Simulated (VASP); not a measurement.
Mg3Sb2:

```xyz
5
Lattice="4.5820 0.0000 0.0000 -2.2910 3.9681 0.0000 0.0000 0.0000 7.2440" Properties=species:S:1:pos:R:3 pbc="T T T"
Sb    2.2910    1.3227    5.5417
Sb    0.0000    2.6454    1.7023
Mg    0.0000    0.0000    0.0000
Mg    2.2910    1.3227    2.6803
Mg    0.0000    2.6454    4.5637
```

Program: VASP 6.6.1. Alike in all runs: potentials or basis VASP PAW PBE potentials, release 64 (Sb, Mg); cell as given; cutoff (eV) 520. Hardware: 1 thread of Intel(R) Xeon(R) Platinum 8375C CPU @ 2.90GHz (Ice Lake) (shared host).

Q: Order these runs on this cell by their wall time, lowest first.
A. task band structure; level TB-mBJ; spin SOC, no magnetisation; k mesh 5 × 5 × 3; smearing fermi-dirac 0.05 eV
B. task band structure; level LMBJ; spin off; k mesh 7 × 7 × 4; smearing fermi-dirac 0.05 eV
C. task single point; level PBE; spin off; k mesh 7 × 7 × 4; smearing gaussian 0.012 eV

A: C (49 s), B (310 s), A (940 s).
